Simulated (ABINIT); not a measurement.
Input of an ABINIT 10.8.3 (patched build) run:

File run.abi:

```
pp_dirpath "./"
pseudos "Ga.upf"

acell 8.0133975277 8.0133975277 6.2966010245
rprim
     0.3180618703    -0.9480082322    -0.0108184225
     0.3180618703     0.9480082322    -0.0108184225
    -0.0675253662     0.0000000000     0.9977175577
ntypat 1
znucl 31
natom 2
typat 1 1
xred
     0.1330535400     0.8669464600     0.7500000000
     0.8669464600     0.1330535400     0.2500000000
chkprim 0
chksymtnons 0
tolsym 1.0e-6

ecut 40.0

kptopt 1
ngkpt 8 8 6
nshiftk 1
shiftk 0.0 0.0 0.0

ixc -116133

nband 17
occopt 3
tsmear 0.05 eV

nstep 100
tolvrs 1.0e-10

iomode 3
prtwf 0
prteig 0
prtebands 0
prtden 1
prtvha 1
prtvclmb 1
prtpot 1
prtelf 1
```

Potentials or basis: PseudoDojo NC SR PBEsol v0.4.1 standard.

The run is started by

```bash
$ mpirun --bind-to none -np 4 abinit run.abi > log 2>&1
```

Task: Predict the pressure.

Result: -0.1 GPa.

Task: What does it give for the band gap on the k mesh?

Result: None (metal or under the smearing width).
